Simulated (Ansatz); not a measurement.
# Boron, fcc under RPBE: structure, energy and stiffness

The plan for boron in the fcc structure: relax it, solve it on a dense k-mesh, then scale the cell to 7 volumes from 88 to 112 % of the relaxed one and try a fit of the equation of state. Spin polarisation is left out. The k-meshes are 18×18×18 for the relaxation; 31×31×31 for the dense run; 21×21×21 for the volumes.

Program: Ansatz 0.2.0. Level of theory: DFT RPBE, plane waves (420 eV) with PAW, scalar-relativistic; the PAW data stem from PBE, with regenerated cores. These are calculated values, not measurements.

### Step 1. The starting structure

It takes space group Fm-3m (No. 225, cubic). Conventional cell: a = 2.971 Å, b = 2.971 Å, c = 2.971 Å, α = 90.00°, β = 90.00°, γ = 90.00°. B (site symmetry m-3m) is surrounded by 12 B at 2.10 Å.

Structure file:

```cif
data_structure
_symmetry_space_group_name_H-M 'Fm-3m'
_symmetry_Int_Tables_number 225
_cell_length_a 2.9707
_cell_length_b 2.9707
_cell_length_c 2.9707
_cell_angle_alpha 90.000
_cell_angle_beta 90.000
_cell_angle_gamma 90.000
_cell_volume 26.22
loop_
_atom_site_label
_atom_site_type_symbol
_atom_site_symmetry_multiplicity
_atom_site_Wyckoff_symbol
_atom_site_fract_x
_atom_site_fract_y
_atom_site_fract_z
_atom_site_occupancy
B1 B 4 a 0.00000 0.00000 0.00000 1
```

### Step 2. Relaxing cell and atoms

The input, input.yaml:

```yaml
crystal:
  lattice:
    - [0.0, 1.4853449006, 1.4853449006]
    - [1.4853449006, 0.0, 1.4853449006]
    - [1.4853449006, 1.4853449006, 0.0]
  atoms:
    - { symbol: B, position: [0.0, 0.0, 0.0] }
hamiltonian:
  xc: rpbe
  pseudopotentials:
    kind: paw
    azcp:
      B: "pseudopotentials/B.paw.azcp"
basis:
  ecutwfc: 420
  fft_grid_basis: typed
kpoints:
  mp_grid: { grid: [18, 18, 18], shift: [0, 0, 0] }
magnetization:
  spin_polarized: false
scf:
  occupations: { method: fermi_dirac, width: 0.1 }
relax:
  max_steps: 60
  f_tol: 0.01
  cell: {}
```

The run is started by

```sh
$ ansatz run input.yaml --threads 2 --pin off --max-ram 5120MiB --backend cpu --events-out ev --progress --plain --runs-dir out
```

After this run come: The energy on a finer k-mesh; Equation of state: 88 %; Equation of state: 92 %; Equation of state: 96 %; Equation of state: 100 %; Equation of state: 104 %; Equation of state: 108 %; Equation of state: 112 %.

**Question.** What will these runs give? Wanted: space group; conventional cell; volume; shortest distance; gap on the mesh; relative to alpha-rhombohedral; V₀, B₀, B₀′.

As calculated:

```
                            quantity                         value
      space group (spins left aside)               Fm-3m (No. 225)
                   conventional cell                   a = 2.881 Å
                              volume                 5.981 Å³/atom
                   shortest distance                       2.037 Å
                     gap on the mesh  none (levels filled in part)
relative to alpha-rhombohedral (B12)                +1345 meV/atom
                         V₀, B₀, B₀′   5.982 Å³/atom, 263 GPa, 3.8
```

The relaxation shrank the cell by 8.7 % in volume. Against the reference form of boron (alpha-rhombohedral (B12), computed apart with the same settings) it stands 1345 meV/atom higher. No gap shows: it is a metal or semimetal at this level. The fitted modulus is 263 GPa. Relaxation kept the symmetry; phonons were not checked.
